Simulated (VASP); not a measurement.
Input of a VASP 6.6.1 run:

The input INCAR:

```
SYSTEM = KBr
ALGO = Fast
EDIFF = 1E-7
ENCUT = 520
GGA = PS
ISIF = 2
ISMEAR = 0
LASPH = .TRUE.
LCHARG = .TRUE.
LELF = .TRUE.
LREAL = .FALSE.
LVHAR = .TRUE.
LWAVE = .FALSE.
NBANDS = 15
NELM = 100
PREC = Accurate
SIGMA = 0.05
```

Contents of KPOINTS:

```
k-points
0
G
  6 6 6
  0 0 0
```

POSCAR

```
KBr
1.0
    0.0000000000      3.4159687500      3.4159687500
    3.2925000000      0.1234687500      3.2925000000
    3.2925000000      3.2925000000      0.1234687500
K Br
1 1
Direct
    0.0000000000      0.0000000000      0.0000000000
    0.5000000000      0.5000000000      0.5000000000
```

Potentials or basis: VASP PAW PBE potentials, release 64 (K_sv, Br).

Command:

```console
$ cat potpaw_PBE.64/K_sv/POTCAR potpaw_PBE.64/Br/POTCAR > POTCAR
$ mpirun -np 1 vasp_std > vasp.out
```

**Question.** Predict the pressure.

**Answer.** -0.2 GPa.

**Question.** What does it give for the band gap on the k mesh?

**Answer.** 4.19 eV, direct.

Stress tensor (GPa, compression positive):
```
-0.22  0.00  0.00
 0.00 -0.19 -0.39
 0.00 -0.39 -0.19
```

Caveat: the PAW data sets were made with another functional, which shifts forces and pressure a little.
